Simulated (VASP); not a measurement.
FeS2:

```
Fe S
1.0
     5.41780    0.00000    0.00000
     0.00000    5.41780    0.00000
     0.00000    0.00000    5.41780
Fe S
4 8
Direct
  0.00000 0.00000 0.00000
  0.50000 0.00000 0.50000
  0.50000 0.50000 0.00000
  0.00000 0.50000 0.50000
  0.38482 0.38482 0.38482
  0.11518 0.61518 0.88482
  0.88482 0.11518 0.61518
  0.61518 0.88482 0.11518
  0.61518 0.61518 0.61518
  0.88482 0.38482 0.11518
  0.11518 0.88482 0.38482
  0.38482 0.11518 0.88482
```

```yaml
Program: VASP 6.6.1
Task: relaxation of cell and atoms
Functional: LDA
Potentials_or_basis: VASP PAW LDA potentials, release 64 (Fe, S)
Cutoff: 420 eV
k_mesh: 6 × 6 × 6
Occupations: gaussian, width 0.02 eV
Spin: no spin polarisation
```

At the start: pressure -11.9 GPa; volume 13.25 Å³/atom.

Problem. Where does the relaxation end?

Solution. Over 10 steps the energy falls by 41.1 meV/atom and the volume is 12.32 Å³/atom (-7.0 %); space group Pa-3 (No. 205, to 0.05 Å).

The path:
| step | energy change (eV) | largest force (eV/Å) | pressure (GPa) | volume (Å³) |
| --- | --- | --- | --- | --- |
| 1 | 0.0000 | 0.3848 | -11.91 | 159.03 |
| 2 | 0.0371 | 0.2794 | 17.23 | 137.41 |
| 3 | -0.4657 | 0.3663 | 0.17 | 147.82 |
| 4 | -0.4658 | 0.3652 | 0.49 | 147.60 |
| 5 | -0.4927 | 0.0482 | 0.27 | 147.62 |
| 6 | -0.4932 | 0.0004 | 0.23 | 147.63 |
| 7 | -0.4932 | 0.0009 | -0.28 | 147.98 |
| 8 | -0.4933 | 0.0003 | 0.11 | 147.81 |
| 9 | -0.4933 | 0.0006 | -0.09 | 147.86 |
| 10 | -0.4933 | 0.0005 | -0.05 | 147.84 |

Final structure:
```
CELL_PARAMETERS angstrom
5.28767 0.00000 0.00000
0.00000 5.28767 0.00000
0.00000 0.00000 5.28767
ATOMIC_POSITIONS crystal
Fe 0.00000 0.00000 0.00000
Fe 0.50000 0.00000 0.50000
Fe 0.50000 0.50000 0.00000
Fe 0.00000 0.50000 0.50000
S 0.38175 0.38175 0.38175
S 0.11825 0.61825 0.88175
S 0.88175 0.11825 0.61825
S 0.61825 0.88175 0.11825
S 0.61825 0.61825 0.61825
S 0.88175 0.38175 0.11825
S 0.11825 0.88175 0.38175
S 0.38175 0.11825 0.88175
```
